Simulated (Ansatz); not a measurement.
## CdSe (Cadmoselite): single point with PBE

**The experiment to reproduce.**

A printed reference work, data compilation reports, for a bulk crystal of CdSe at 2 K: band gap 1.841 eV.

Crystal: CdSe (Cadmoselite).

```
Cd Se
1.0
     4.30000    0.00000    0.00000
    -2.15000    3.72391    0.00000
     0.00000    0.00000    7.02000
Cd Se
2 2
Direct
  0.66667 0.33333 0.50000
  0.33333 0.66667 0.00000
  0.66667 0.33333 0.88500
  0.33333 0.66667 0.38500
```

* Program: Ansatz 0.2.0
* Task: single point
* Functional: PBE
* Potentials or basis: Ansatz PAW
* Cutoff: 420 eV (not typed: the program's choice for these potentials)
* k mesh: 7 × 7 × 4
* Occupations: gaussian, width 0.024 eV
* Spin: no spin polarisation

The pressure is 3.0 GPa, the largest force is 0.282 eV/Å and the band gap on the k mesh is 0.70 eV, direct.

Forces in eV/Å, atoms in the order of the input:
```
Cd   0.000  0.000  0.282
Cd   0.000  0.000  0.282
Se   0.000  0.000 -0.282
Se   0.000  0.000 -0.282
```

Stress tensor (GPa, compression positive):
```
3.69 0.00 0.00
0.00 3.69 0.00
0.00 0.00 1.66
```

Levels at points of the mesh, in eV from the valence-band top:
```tsv
k point	band 34	band 35	band 36	band 37	band 38	band 39
(0.00, 0.00, 0.00)	-0.01	0.00	0.00	0.70	2.12	5.89
(0.00, 0.00, -0.50)	-0.37	-0.37	-0.37	2.34	2.34	5.82
```

Wall time 9.4 s on 2 threads of Intel(R) Xeon(R) Processor @ 2.50GHz (Skylake/Cascade Lake) (shared host), peak memory 0.42 GiB.

Measured gap of CdSe: 1.841 eV (2 K; a printed reference work, data compilation). This calculation gives 0.70 eV (-1.14 eV). So large a miss can be the level of theory's own, or it may mean another phase, state or a wrong row. Spin-orbit coupling on Cd, Se is left out. The value is that of PBE, without temperature or zero-point motion. Semilocal functionals fall short of measured gaps as a rule.

Caveat: odd divisions of the mesh miss points on the zone boundary, where band edges often lie, so the gap on the mesh can be too wide.
